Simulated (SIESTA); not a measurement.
Runs of SIESTA 5.4.2 on Al. It takes space group Fm-3m (No. 225, cubic). Conventional cell: a = 4.050 Å, b = 4.050 Å, c = 4.050 Å, α = 90.00°, β = 90.00°, γ = 90.00°. Around Al (site symmetry m-3m) lie 12 Al at 2.86 Å. 

```tsv
task	level	potentials or basis	cell	gap on the mesh (eV)	pressure (GPa)	V0 of scaled cells (Å³/atom)	B0 (GPa)
band structure	LDA	PseudoDojo 0.4 standard (LDA files), DZP (energy shift 0.003 Ry)	as given	none	-3.7	-	-
equation of state	PBEsol	PseudoDojo 0.4 standard (PBEsol files), DZP (energy shift 0.003 Ry)	as given	-	-	16.22	88
equation of state	LDA	PseudoDojo 0.4 standard (LDA files), DZP (energy shift 0.003 Ry)	as given	-	-	15.85	(b)
single point	PBEsol	PseudoDojo 0.4 standard (PBEsol files), DZP (energy shift 0.003 Ry)	cell strained at random at fixed volume	none	-1.7	-	-
band structure	PBE	PseudoDojo 0.4 standard (PBE files), DZP (energy shift 0.003 Ry)	as given	none	-0.4	-	-
single point	PBEsol	PseudoDojo 0.4 standard (PBEsol files), DZP (energy shift 0.003 Ry)	as given	none	(a)	-	-
```

Alike in all rows: no spin polarisation; k mesh 11 × 11 × 11; smearing fermi-dirac 0.05 eV; grid cutoff 500 Ry; energy shift 0.003 Ry.

**Question.** Fill in the values left out.

**Answer.** (a) -1.9; (b) 90.

Caveats: the basis of atomic orbitals isn't converged, which shifts pressures, moduli and gaps.

A gap of «none» marks a metal or a gap under the smearing width.
